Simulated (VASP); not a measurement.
# Ag (Fm-3m) in VASP: settings compared

One crystal, Ag, is run at these levels: RPBE, PBEsol; tasks: relaxation of cell and atoms.

Everything below comes from runs of VASP 6.6.1. Logs are shortened: lines on timing, memory, paths and dates and some standing lists are left out, and cuts for length are marked.

## 1. Starting point

Symmetry: Fm-3m, No. 225, cubic system. Conventional cell: a = 4.210 Å, b = 4.210 Å, c = 4.210 Å, α = 90.00°, β = 90.00°, γ = 90.00°. Ag (site symmetry m-3m) has 12 Ag at 2.98 Å as nearest neighbours.

## 2. Relaxation of cell and atoms, RPBE

The input, INCAR:

```
  ALGO = Normal
  EDIFF = 1E-7
  EDIFFG = -0.005
  ENCUT = 600
  GGA = RP
  IBRION = 2
  ISIF = 3
  ISMEAR = 1
  LASPH = T
  LCHARG = F
  LREAL = F
  LWAVE = F
  NELM = 80
  NSW = 90
  PREC = Accurate
  SIGMA = 0.1
```

The input, KPOINTS:

```
k-points
0
Gamma
  16 16 16
```

The input, POSCAR:

```
Ag                                      
1.0
    0.0000000000      2.1051578914      2.1051578914
    2.1051578914     -0.0000000000      2.1051578914
    2.1051578914      2.1051578914     -0.0000000000
  Ag            
     1
Direct
     0.0000000000000000    0.0000000000000000    0.0000000000000000
```

Potentials or basis: VASP PAW PBE potentials, release 64 (Ag).

Launch:

```console
$ cat potpaw_PBE.64/Ag/POTCAR > POTCAR
$ mpirun -np 1 vasp_std > vasp.out
```

OUTCAR:

```text
EDIFF = 1E-7
   EDIFFG = -0.005
   ENCUT = 600
   GGA = RP
   IBRION = 2
   ISIF = 3
   ISMEAR = 1
   LASPH = T
   LREAL = F
   NELM = 80
   NSW = 90
   PREC = Accurate

 ion  position               nearest neighbor table
   1  0.000  0.000  0.000-

  LATTYP: Found a face centered cubic cell.
 ALAT       =     4.2103157828

  Lattice vectors:

 A1 = (   0.0000000000,   2.1051578914,   2.1051578914)
 A2 = (   2.1051578914,   0.0000000000,   2.1051578914)
 A3 = (   2.1051578914,   2.1051578914,   0.0000000000)

Analysis of symmetry for initial positions (statically):
=====================================================================
 Subroutine PRICEL returns:
 Original cell was already a primitive cell.

 Routine SETGRP: Setting up the symmetry group for a
 face centered cubic supercell.

 Subroutine GETGRP returns: Found 48 space group operations
 (whereof 48 operations were pure point group operations)
 out of a pool of 48 trial point group operations.

The static configuration has the point symmetry O_h .

Analysis of symmetry for dynamics (positions and initial velocities):
=====================================================================
 Subroutine PRICEL returns:
 Original cell was already a primitive cell.

 Routine SETGRP: Setting up the symmetry group for a
 face centered cubic supercell.

 Subroutine GETGRP returns: Found 48 space group operations
 (whereof 48 operations were pure point group operations)
 out of a pool of 48 trial point group operations.

The dynamic configuration has the point symmetry O_h .

 Subroutine INISYM returns: Found 48 space group operations
 (whereof 48 operations are pure point group operations),
 and found     1 'primitive' translations

----------------------------------------------------------------------------------------

                                     Primitive cell

  volume of cell :      18.6588

  direct lattice vectors                    reciprocal lattice vectors
     0.000000000  2.105157891  2.105157891    -0.237511876  0.237511876  0.237511876
     2.105157891  0.000000000  2.105157891     0.237511876 -0.237511876  0.237511876
     2.105157891  2.105157891  0.000000000     0.237511876  0.237511876 -0.237511876

  length of vectors
     2.977142841  2.977142841  2.977142841     0.411382637  0.411382637  0.411382637

  position of ions in fractional coordinates (direct lattice)
     0.000000000  0.000000000  0.000000000

  ion indices of the primitive-cell ions
   primitive index   ion index
                 1           1

----------------------------------------------------------------------------------------

 KPOINTS: k-points

Automatic generation of k-mesh.
 Grid dimensions read from file:
 generate k-points for:   16   16   16

 Generating k-lattice:

  Cartesian coordinates                     Fractional coordinates (reciprocal lattice)
    -0.014844492  0.014844492  0.014844492     0.062500000  0.000000000  0.000000000
     0.014844492 -0.014844492  0.014844492     0.000000000  0.062500000  0.000000000
     0.014844492  0.014844492 -0.014844492     0.000000000  0.000000000  0.062500000

  Length of vectors
     0.025711415  0.025711415  0.025711415

  Shift w.r.t. Gamma in fractional coordinates (k-lattice)
     0.000000000  0.000000000  0.000000000

 Subroutine IBZKPT returns following result:
 ===========================================

 Found    145 irreducible k-points:

 Following reciprocal coordinates:
[... 47 lines left out ...]
   NSW    =     90    number of steps for IOM
   IBRION =      2    ionic relax: 0-MD 1-quasi-New 2-CG
   NFREE  =      1    steps in history (QN), initial steepest desc. (CG)
   ISIF   =      3    stress and relaxation
   ISYM   =      2    0-nonsym 1-usesym 2-fastsym
   POTIM  = 0.5000    time-step for ionic-motion
   TEBEG  =    0.0;   TEEND  =   0.0 temperature during run
   PSTRESS=    0.0 pullay stress
   NELECT =      11.0000    total number of electrons
   NUPDOWN=      -1.0000    fix difference up-down
   EMIN   =  10.00;   EMAX   =-10.00  energy-range for DOS
   EFERMI =   0.00;   METHOD = LEGACY
   ISMEAR =     1;   SIGMA  =   0.10  broadening in eV -4-tet -1-fermi 0-gaus
   EFERMI_NEDOS =   21; number of points for ismear=-14 and -15
   IALGO  =     38    algorithm
   IMIX   =      4    mixing-type and parameters
     AMIX     =   0.40;   BMIX     =  1.00
     AMIX_MAG =   1.60;   BMIX_MAG =  1.00
  volume/ion in A,a.u.               =      18.66       125.92
  Fermi-wavevector in a.u.,A,eV,Ry     =   1.372707  2.594039 25.637776  1.884323
  Thomas-Fermi vector in A             =   2.498289
   LORBIT       =      0    0 simple, 1 ext, 2 COOP (PROOUT), +10 PAW based schemes
   GGA     = RP    functional components
   LHFCALC =     F    Hartree Fock is set to
   AEXX    =    0.0000 exact exchange contribution
   IVDW    =     0    specifies the selected vdW correction
   LEPSILON=     F    determine dielectric tensor
   LRPA    =     F    only Hartree local field effects (RPA)
 conjugate gradient relaxation of ions
 non-spin polarized calculation
 Methfessel and Paxton  Order N= 1 SIGMA  =   0.10
  energy-cutoff  :      600.00
  volume of cell :       18.66
 maximum number of plane-waves:       636
   NGX = 11   NGY = 11   NGZ = 11

--------------------------------------- Ionic step        1  -------------------------------------------

 number of electron      11.0000003 magnetization

 Free energy of the ion-electron system (eV)
  ---------------------------------------------------
  ext. energy  EPLUGINS =         0.00000000
  ---------------------------------------------------
  free energy    TOTEN  =        -2.20153189 eV

  energy without entropy =       -2.20141443  energy(sigma->0) =       -2.20149274

------------------------ aborting loop because EDIFF is reached ----------------------------------------

  FORCE on cell =-STRESS in cart. coord.  units (eV):
  Direction    XX          YY          ZZ          XY          YZ          ZX
  --------------------------------------------------------------------------------------
  -------------------------------------------------------------------------------------
  Total        0.0088274      0.0088274      0.0088274      0.0000000      0.0000000      0.0000000
  in kB        0.7579836      0.7579836      0.7579836      0.0000000      0.0000000      0.0000000
  external PRESSURE =       0.7579836 kB  Pullay stress =       0.0000000 kB

 VOLUME and BASIS-vectors are now :
 -----------------------------------------------------------------------------
  energy-cutoff  :      600.00
  volume of cell :       18.66
      direct lattice vectors                 reciprocal lattice vectors
     0.000000000  2.105157891  2.105157891    -0.237511876  0.237511876  0.237511876
     2.105157891  0.000000000  2.105157891     0.237511876 -0.237511876  0.237511876
     2.105157891  2.105157891  0.000000000     0.237511876  0.237511876 -0.237511876

 POSITION                                       TOTAL-FORCE (eV/Angst)
 -----------------------------------------------------------------------------------
      0.00000      0.00000      0.00000         0.000000      0.000000     -0.000000
 -----------------------------------------------------------------------------------
    total drift:                               -0.000000     -0.000000     -0.000000

  FREE ENERGIE OF THE ION-ELECTRON SYSTEM (eV)
  ---------------------------------------------------
  free  energy   TOTEN  =        -2.2015318886 eV

  energy  without entropy=       -2.2014144339  energy(sigma->0) =       -2.20149274

--------------------------------------- Ionic step        2  -------------------------------------------

 number of electron      11.0000003 magnetization

 Free energy of the ion-electron system (eV)
  ---------------------------------------------------
  ext. energy  EPLUGINS =         0.00000000
  ---------------------------------------------------
  free energy    TOTEN  =        -2.20153538 eV

  energy without entropy =       -2.20143207  energy(sigma->0) =       -2.20150094

 E-fermi :   7.3501     XC(G=0): -11.5306

 val. band max:        7.3381798356   @ k =   0.5000   0.1875   0.0625
 cond. band min:       7.4019291480   @ k =   0.5000   0.0625   0.0000
 fundamental gap:      0.0637493124
 Fermi energy:         7.3501414358

 k-point     1 :       0.0000    0.0000    0.0000
  band No.  band energies     occupation
      1       0.2837      2.00000
      2       2.8570      2.00000
      3       2.8570      2.00000
      4       2.8570      2.00000
      5       3.7290      2.00000
      6       3.7290      2.00000
      7      23.1538      0.00000
      8      26.2364      0.00000
      9      26.2364      0.00000
[... 265 lines left out ...]
 k-point    24 :      -0.0625    0.0625    0.0000
  band No.  band energies     occupation
      1       0.5819      2.00000
      2       2.7861      2.00000
      3       2.9257      2.00000
      4       2.9509      2.00000
      5       3.6633      2.00000
      6       3.7473      2.00000
      7      23.0130      0.00000
      8      24.2429      0.00000
      9      25.5753      0.00000

 [... further k-points ...]

------------------------ aborting loop because EDIFF is reached ----------------------------------------

  FORCE on cell =-STRESS in cart. coord.  units (eV):
  Direction    XX          YY          ZZ          XY          YZ          ZX
  --------------------------------------------------------------------------------------
  -------------------------------------------------------------------------------------
  Total       -0.0016558     -0.0016558     -0.0016558     -0.0000000      0.0000000      0.0000000
  in kB       -0.1419931     -0.1419931     -0.1419931     -0.0000000      0.0000000      0.0000000
  external PRESSURE =      -0.1419931 kB  Pullay stress =       0.0000000 kB

 VOLUME and BASIS-vectors are now :
 -----------------------------------------------------------------------------
  energy-cutoff  :      600.00
  volume of cell :       18.68
      direct lattice vectors                 reciprocal lattice vectors
    -0.000000000  2.106054389  2.106054389    -0.237410773  0.237410773  0.237410773
     2.106054389  0.000000000  2.106054389     0.237410773 -0.237410773  0.237410773
     2.106054389  2.106054389  0.000000000     0.237410773  0.237410773 -0.237410773

 POSITION                                       TOTAL-FORCE (eV/Angst)
 -----------------------------------------------------------------------------------
     -0.00000      2.10605      2.10605         0.000000     -0.000000     -0.000000
 -----------------------------------------------------------------------------------
    total drift:                               -0.000000     -0.000000      0.000000

  FREE ENERGIE OF THE ION-ELECTRON SYSTEM (eV)
  ---------------------------------------------------
  free  energy   TOTEN  =        -2.2015353756 eV

  energy  without entropy=       -2.2014320738  energy(sigma->0) =       -2.20150094

 reached required accuracy - stopping structural energy minimisation
```

Run time: 9.8 s. Hardware: 1 thread of Intel Xeon 6975P-C (Granite Rapids), shared host; peak memory 0.17 GiB.

Results:

```
Free energy                            : -2.2015 eV
Relaxed volume                         : 18.68 Å³/atom
Relaxed cell                           : a = 2.978 Å, b = 2.978 Å, c = 2.978 Å, α = 60.00°, β = 60.00°, γ = 60.00°
Space group after relaxing (to 0.05 Å) : Fm-3m (No. 225)
Energy gained by relaxing              : 0.0 meV/atom
Ionic steps                            : 2
Pressure after relaxing                : 0.0 GPa
Band gap on the k mesh                 : none (metal or under the smearing width)
```

Final structure:
```
Ag
1.0
     0.00000    2.10605    2.10605
     2.10605    0.00000    2.10605
     2.10605    2.10605    0.00000
Ag
1
Direct
  0.00000 0.00000 0.00000
```

Caveat: the PAW data sets were made with another functional, which shifts forces and pressure a little.

## 3. Relaxation of cell and atoms, PBEsol

This run uses another cell than the first one, of 17.05 Å³/atom, 0.914 times its volume.

The input, INCAR:

```
PREC = Accurate
ENCUT = 600
EDIFF = 1E-6
ISMEAR = 1
SIGMA = 0.1
LREAL = False
LASPH = True
NELM = 80
ALGO = Normal
ISIF = 3
LWAVE = False
LCHARG = False
GGA = PS
IBRION = 2
NSW = 90
EDIFFG = -0.01
```

The input, KPOINTS:

```
Automatic mesh
0
Gamma
  16 16 16
```

The input, POSCAR:

```
Ag
1.0
    0.0000000000      2.0427500000      2.0427500000
    2.0427500000      0.0000000000      2.0427500000
    2.0427500000      2.0427500000      0.0000000000
Ag
1
Direct
    0.0000000000      0.0000000000      0.0000000000
```

Potentials or basis: VASP PAW PBE potentials, release 64 (Ag).

Launch:

```console
$ cat potpaw_PBE.64/Ag/POTCAR > POTCAR
$ mpirun -np 1 vasp_std > vasp.out
```

It took 20 s on 1 thread of Intel Xeon Platinum 8488C (Sapphire Rapids), shared host; peak memory 0.17 GiB.

The run converged. Its results:

```
Free energy                            : -3.3105 eV
Relaxed volume                         : 16.63 Å³/atom
Relaxed cell                           : a = 2.865 Å, b = 2.865 Å, c = 2.865 Å, α = 60.00°, β = 60.00°, γ = 60.00°
Space group after relaxing (to 0.05 Å) : Fm-3m (No. 225)
Energy gained by relaxing              : 3.8 meV/atom
Ionic steps                            : 3
Pressure after relaxing                : 0.0 GPa
Band gap on the k mesh                 : none (metal or under the smearing width)
```

Step by step:
| step | energy change (eV) | largest force (eV/Å) | pressure (GPa) | volume (Å³) |
| --- | --- | --- | --- | --- |
| 1 | 0.0000 | 0.0000 | -2.79 | 17.05 |
| 2 | -0.0017 | 0.0000 | 2.30 | 16.33 |
| 3 | -0.0038 | 0.0000 | -0.01 | 16.63 |

Final structure:
```cif
data_structure
_symmetry_space_group_name_H-M 'P 1'
_symmetry_Int_Tables_number 1
_cell_length_a 2.8649
_cell_length_b 2.8649
_cell_length_c 2.8649
_cell_angle_alpha 60.000
_cell_angle_beta 60.000
_cell_angle_gamma 60.000
_cell_volume 16.63
loop_
_atom_site_label
_atom_site_type_symbol
_atom_site_fract_x
_atom_site_fract_y
_atom_site_fract_z
_atom_site_occupancy
Ag1 Ag 0.00000 0.00000 0.00000 1
```

Levels at points of the mesh, in eV from the Fermi level:
```tsv
k point	band 4	band 5	band 6	band 7	band 8	band 9
(0.00, 0.00, 0.00)	-4.80	-3.70	-3.70	16.10	19.82	19.82
(0.50, 0.00, 0.00)	-2.87	-2.87	-0.46	3.79	15.34	18.14
(0.50, 0.50, 0.00)	-2.65	-2.65	1.58	6.98	10.79	10.79
```

Caveat: the PAW data sets were made with another functional, which shifts forces and pressure a little.

## 4. Relaxation of cell and atoms, PBEsol

This run uses another cell than the first one, of 16.63 Å³/atom, 0.891 times its volume.

Changes to INCAR since step 3:

```diff
@@ -2,3 +2,3 @@
 ENCUT = 600
-EDIFF = 1E-6
+EDIFF = 1E-7
 ISMEAR = 1
@@ -15,2 +15,2 @@
 NSW = 90
-EDIFFG = -0.01
+EDIFFG = -0.005
```

KPOINTS is that of step 3.

The input, POSCAR:

```
Ag                                      
1.0
   -0.0000000000      2.0257627205      2.0257627205
    2.0257627205      0.0000000000      2.0257627205
    2.0257627205      2.0257627205      0.0000000000
  Ag            
     1
Direct
     0.0000000000000000    0.0000000000000000    0.0000000000000000
```

Potentials or basis: VASP PAW PBE potentials, release 64 (Ag).

Launch:

```console
$ cat potpaw_PBE.64/Ag/POTCAR > POTCAR
$ mpirun -np 1 vasp_std > vasp.out
```

OUTCAR:

```text
PREC = Accurate
   ENCUT = 600
   EDIFF = 1E-7
   ISMEAR = 1
   LREAL = False
   LASPH = True
   NELM = 80
   ISIF = 3
   GGA = PS
   IBRION = 2
   NSW = 90
   EDIFFG = -0.005

 ion  position               nearest neighbor table
   1  0.000  0.000  0.000-

  LATTYP: Found a face centered cubic cell.
 ALAT       =     4.0515254410

  Lattice vectors:

 A1 = (   0.0000000000,   2.0257627205,   2.0257627205)
 A2 = (   2.0257627205,   0.0000000000,   2.0257627205)
 A3 = (   2.0257627205,   2.0257627205,   0.0000000000)

Analysis of symmetry for initial positions (statically):
=====================================================================
 Subroutine PRICEL returns:
 Original cell was already a primitive cell.

 Routine SETGRP: Setting up the symmetry group for a
 face centered cubic supercell.

 Subroutine GETGRP returns: Found 48 space group operations
 (whereof 48 operations were pure point group operations)
 out of a pool of 48 trial point group operations.

The static configuration has the point symmetry O_h .

Analysis of symmetry for dynamics (positions and initial velocities):
[... 165 lines left out ...]

 k-point     1 :       0.0000    0.0000    0.0000
  band No.  band energies     occupation
      1       0.5674      2.00000
      2       3.7225      2.00000
      3       3.7225      2.00000
      4       3.7225      2.00000
      5       4.8171      2.00000
      6       4.8171      2.00000
      7      24.6235      0.00000
      8      28.3459      0.00000
      9      28.3459      0.00000
[... 265 lines left out ...]
 k-point    24 :      -0.0625    0.0625    0.0000
  band No.  band energies     occupation
      1       0.8952      2.00000
      2       3.6303      2.00000
      3       3.8067      2.00000
      4       3.8361      2.00000
      5       4.7325      2.00000
      6       4.8381      2.00000
      7      24.6576      0.00000
      8      26.3562      0.00000
      9      27.7666      0.00000

 [... further k-points ...]

------------------------ aborting loop because EDIFF is reached ----------------------------------------

  FORCE on cell =-STRESS in cart. coord.  units (eV):
  Direction    XX          YY          ZZ          XY          YZ          ZX
  --------------------------------------------------------------------------------------
  -------------------------------------------------------------------------------------
  Total       -0.0014268     -0.0014268     -0.0014268     -0.0000000      0.0000000      0.0000000
  in kB       -0.1374952     -0.1374952     -0.1374952     -0.0000000      0.0000000      0.0000000
  external PRESSURE =      -0.1374952 kB  Pullay stress =       0.0000000 kB

 VOLUME and BASIS-vectors are now :
 -----------------------------------------------------------------------------
  energy-cutoff  :      600.00
  volume of cell :       16.63
      direct lattice vectors                 reciprocal lattice vectors
     0.000000000  2.025762720  2.025762720    -0.246820615  0.246820615  0.246820615
     2.025762720  0.000000000  2.025762720     0.246820615 -0.246820615  0.246820615
     2.025762720  2.025762720  0.000000000     0.246820615  0.246820615 -0.246820615

 POSITION                                       TOTAL-FORCE (eV/Angst)
 -----------------------------------------------------------------------------------
      0.00000      0.00000      0.00000         0.000000      0.000000     -0.000000
 -----------------------------------------------------------------------------------
    total drift:                               -0.000000      0.000000      0.000000

  FREE ENERGIE OF THE ION-ELECTRON SYSTEM (eV)
  ---------------------------------------------------
  free  energy   TOTEN  =        -3.3102878020 eV

  energy  without entropy=       -3.3095522302  energy(sigma->0) =       -3.31004261

 reached required accuracy - stopping structural energy minimisation
```

CONTCAR:

```text
Ag
   1.00000000000000
     0.0000000000000000    2.0257627204999999    2.0257627204999999
     2.0257627204999999    0.0000000000000000    2.0257627204999999
     2.0257627204999999    2.0257627204999999    0.0000000000000000
  Ag
     1
Direct
     0.0000000000000000    0.0000000000000000    0.0000000000000000

  0.00000000E+00  0.00000000E+00  0.00000000E+00
```

Wall time 10 s (1 thread of Intel Xeon Platinum 8488C (Sapphire Rapids), shared host); peak memory 0.16 GiB.

Results:

- Free energy: -3.3103 eV
- Pressure after relaxing: 0.0 GPa
- Band gap on the k mesh: none (metal or under the smearing width)

Final structure:
```
Ag
1.0
     0.00000    2.02576    2.02576
     2.02576    0.00000    2.02576
     2.02576    2.02576    0.00000
Ag
1
Direct
  0.00000 0.00000 0.00000
```

Levels at points of the mesh, in eV from the Fermi level:
```csv
k point,band 3,band 4,band 5,band 6,band 7,band 8,band 9
"(0.00, 0.00, 0.00)",-4.80,-4.80,-3.70,-3.70,16.10,19.82,19.82
"(0.50, 0.00, 0.00)",-4.82,-2.87,-2.87,-0.46,3.79,15.34,18.14
"(0.50, 0.50, 0.00)",-2.90,-2.65,-2.65,1.58,6.98,10.79,10.79
```

Caveat: the relaxation stopped at its first step, so nothing moved; the PAW data sets were made with another functional, which shifts forces and pressure a little.
